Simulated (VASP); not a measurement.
Set up this calculation in VASP 6.6.1, as the native input.

- Task: single point
- Functional: LDA
- Potentials or basis: VASP PAW LDA potentials, release 64 (Pb_d, Se)
- Cutoff: 520 eV
- k mesh: 8 × 8 × 8
- Occupations: gaussian, width 0.02 eV
- Spin: no spin polarisation
- Further INCAR settings: ALGO = Normal; EDIFF = 1e-06; NBANDS = 17

The structure of PbSe (Clausthalite) lies in POSCAR:

```
PbSe
1.0
    0.0000000000      3.0621500000      3.0621500000
    3.0621500000      0.0000000000      3.0621500000
    3.0621500000      3.0621500000      0.0000000000
Pb Se
1 1
Direct
    0.0000000000      0.0000000000      0.0000000000
    0.5000000000      0.5000000000      0.5000000000
```

These files were run (other wordings do the same):

INCAR

```
PREC = Accurate
ENCUT = 520
EDIFF = 1E-6
ISMEAR = 0
SIGMA = 0.02
LREAL = False
LASPH = True
NELM = 100
ALGO = Normal
ISIF = 2
LWAVE = False
LCHARG = False
NBANDS = 17
```

KPOINTS

```
Automatic mesh
0
Gamma
  8 8 8
```

Potentials or basis: VASP PAW LDA potentials, release 64 (Pb_d, Se).

Run with:

```sh
$ cat potpaw_LDA.64/Pb_d/POTCAR potpaw_LDA.64/Se/POTCAR > POTCAR
$ mpirun -np 1 vasp_std > vasp.out
```

It gave:

```json
{"Pressure": "-2.1 GPa", "Band gap on the k mesh": "0.17 eV, direct"}
```

Caveat: spin-orbit coupling is left out, which as a rule narrows the gap of such compounds by several tenths of an eV.

Run time: 7.7 s on 1 thread of Intel(R) Xeon(R) 6975P-C (Granite Rapids), with other jobs on the host, peak memory 0.16 GiB.
